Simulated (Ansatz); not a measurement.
A plane-wave DFT run in Ansatz 0.2.0 (scalar-relativistic PAW potentials unless the input names others): input and command.

```yaml
crystal:
  lattice:
    - [4.4266922703, 0.0, 0.0]
    - [0.0, 4.4266922703, 0.0]
    - [0.0, 0.0, 4.8089842275]
  atoms:
    - { symbol: C, position: [0.5, 0.5, 0.5] }
    - { symbol: C, position: [0.0, 0.0, 0.0] }
    - { symbol: O, position: [0.3132524875, 0.6867475125, 0.5] }
    - { symbol: O, position: [0.6867475125, 0.3132524875, 0.5] }
    - { symbol: O, position: [0.1867475125, 0.1867475125, 0.0] }
    - { symbol: O, position: [0.8132524875, 0.8132524875, 0.0] }
basis:
  ecutwfc: 420
kpoints:
  mp_grid: { grid: [6, 6, 6] }
hamiltonian:
  xc: pbe
  dispersion: d3bj
scf:
  occupations: { method: fermi_dirac, width: 0.2 }
  mixing: { algorithm: msr1, beta: 0.3, ndim: 16 }
output:
  forces: true
  eigenvalues: true
  stress: true
```

```bash
ansatz run input.yaml --threads 2 --pin off --max-ram 5120MiB --backend cpu --events-out ev --progress --plain --runs-dir out
```

Abridged log:
```
band count auto-derived: 23, from the close of a first SCF at 22 (N_el = 32.0; filled up to band 16; 22 by the electrons, moments and atoms)
Pseudopotentials: kind: paw
Pseudopotential: C, paw, valence charge 4, recommended cutoff 420 eV (normal)
Pseudopotential: O, paw, valence charge 6, recommended cutoff 420 eV (normal)
Functional definition: PBE
Crystal: 6 atoms, lattice volume = 94.235 Å³
Basis set: ecut = 420 eV, 1849 PW (Γ), exchange–correlation on 60×60×72 points (8 copies of the dense FFT grid, shifted against one another)
Bands: 22, of which v1, the nominal top of the filled ones, is band 16 counted from 1 (15 counted from 0)
Symmetry: 16 space group operations
Space group: P42/mnm (ITA 136), of the structure as read, at distance tolerance 4.6e-5 Å
k-points: 40 of 216
Initial density: superposition of atomic densities (neutral atoms: chi_scale 0, normalization atom), corrected by the library's trained network
Initial wavefunctions: pseudopotential atomic-orbital guess
Functional: x = pbe(κ = 0.804, μ = 0.21951497), c = pbe(β = 0.06672455)
SCF iter   1: F=—  HF=-2770.184769 eV  |F-HF|=—  |Δ(HF+E_count)|=         —  Δρ=5.38e-3  dr2=1.24e-2  ethr=1.77e-3  ⟨swp⟩=5.1  Hψ=4066  notcnv=0
SCF iter   2: F=—  HF=-2770.184105 eV  |F-HF|=—  |Δ(HF+E_count)|=   6.64e-4  Δρ=2.68e-3  dr2=1.65e-3  ethr=3.87e-5  ⟨swp⟩=2.8  Hψ=1960  notcnv=0
SCF iter   3: F=—  HF=-2770.185273 eV  |F-HF|=—  |Δ(HF+E_count)|=   1.17e-3  Δρ=1.58e-3  dr2=5.31e-4  ethr=5.14e-6  ⟨swp⟩=1.1  Hψ=911  notcnv=0
SCF iter   4: F=—  HF=-2770.186112 eV  |F-HF|=—  |Δ(HF+E_count)|=   8.39e-4  Δρ=1.53e-4  dr2=6.70e-6  ethr=1.66e-6  ⟨swp⟩=2.5  Hψ=1556  notcnv=0
SCF iter   5: F=—  HF=-2770.186277 eV  |F-HF|=—  |Δ(HF+E_count)|=   1.65e-4  Δρ=3.14e-5  dr2=3.14e-7  ethr=2.09e-8  ⟨swp⟩=2.0  Hψ=1363  notcnv=0
SCF iter   6: F=-2770.186277 eV  HF=-2770.186277 eV  |F-HF|=8.89e-9  |Δ(HF+E_count)|=   3.62e-7  Δρ=7.47e-6  dr2=3.08e-8  ethr=3.13e-10  ⟨swp⟩=5.3  Hψ=3749  notcnv=0
SCF 1, on 22 bands, converged in 6 iterations: F = -2770.186277 eV; the run's SCF on all bands comes behind
The result of the SCF on 22 bands, without a stress, told ahead of the SCF on all bands, whose result is the run's:
SCF converged after 6 iterations
Free energy (F): -2770.186277 eV
Harris-Foulkes:  -2770.186277 eV  (|F-HF|=8.89e-9)
Internal energy: -2770.186277 eV  (E = F + TS)
E sigma→0 (E₀):  -2770.186277 eV
Entropy (-TS):    0.000000 eV ( 0.000 meV/atom)
Fermi energy:    1.228865 eV
  E_disp       = -0.388482  (pairwise vdW)
--- Forces (eV/Å), atoms counted from 1 ---
  atom   1  C      0.00000000     0.00000000     0.00000000
  atom   2  C      0.00000000     0.00000000     0.00000000
  atom   3  O      0.00043639    -0.00043639     0.00000000
  atom   4  O     -0.00043639     0.00043639     0.00000000
  atom   5  O     -0.00043639    -0.00043639     0.00000000
  atom   6  O      0.00043639     0.00043639     0.00000000
Bands: 23, of which v1, the nominal top of the filled ones, is band 16 counted from 1 (15 counted from 0)
Initial density: handed on by an earlier stage of this run
SCF iter   1: F=—  HF=-2770.186277 eV  |F-HF|=—  |Δ(HF+E_count)|=         —  Δρ=7.43e-6  dr2=3.00e-8  ethr=3.58e-8  ⟨swp⟩=3.4  Hψ=7181  notcnv=0
SCF iter   2: F=-2770.186277 eV  HF=-2770.186277 eV  |F-HF|=8.40e-10  |Δ(HF+E_count)|=   4.26e-9  Δρ=4.77e-6  dr2=9.17e-9  ethr=9.37e-11  ⟨swp⟩=6.7  Hψ=3608  notcnv=0
SCF 2 converged in 2 iterations: F = -2770.186277 eV  dr2 = 9.17e-9
SCF converged after 8 iterations (6 of them on 22 bands)
Free energy (F): -2770.186277 eV
Harris-Foulkes:  -2770.186277 eV  (|F-HF|=8.40e-10)
Internal energy: -2770.186277 eV  (E = F + TS)
E sigma→0 (E₀):  -2770.186277 eV
Entropy (-TS):    0.000000 eV ( 0.000 meV/atom)
Fermi energy:    1.228899 eV
  E_disp       = -0.388482  (pairwise vdW)
--- Forces (eV/Å), atoms counted from 1 ---
  atom   1  C      0.00000000     0.00000000     0.00000000
  atom   2  C      0.00000000     0.00000000     0.00000000
  atom   3  O      0.00033743    -0.00033743     0.00000000
  atom   4  O     -0.00033743     0.00033743     0.00000000
  atom   5  O     -0.00033743    -0.00033743     0.00000000
  atom   6  O      0.00033743     0.00033743     0.00000000
--- Stress (GPa, compression-positive) ---
        0.035464       0.000000       0.000000
        0.000000       0.035464       0.000000
        0.000000       0.000000       0.011083
  P = ⅓ Tr σ = 0.0273 GPa (0.273 kbar)
```

Apart from outputs and empty bands, the input differs from a reference run on usual settings in scf.mixing.algorithm: not typed → "msr1"; scf.mixing.beta: not typed → 0.3; scf.mixing.ndim: not typed → 16; scf.occupations.method: "gaussian" → "fermi_dirac"; scf.occupations.width: 0.05 → 0.2. The reference, at the same geometry, gave pressure 0.03 GPa, largest force 0.000 eV/Å, gap on the mesh 6.55 eV. This run converged in 8 SCF iterations (reference: 6) with an energy at zero smearing within 0.01 meV/atom of the reference's, pressure 0.03 GPa, largest force 0.000 eV/Å, gap on the mesh 6.55 eV.

It took 3.3 s on 2 threads of Arm Neoverse V2 (shared host), peak memory 0.35 GiB.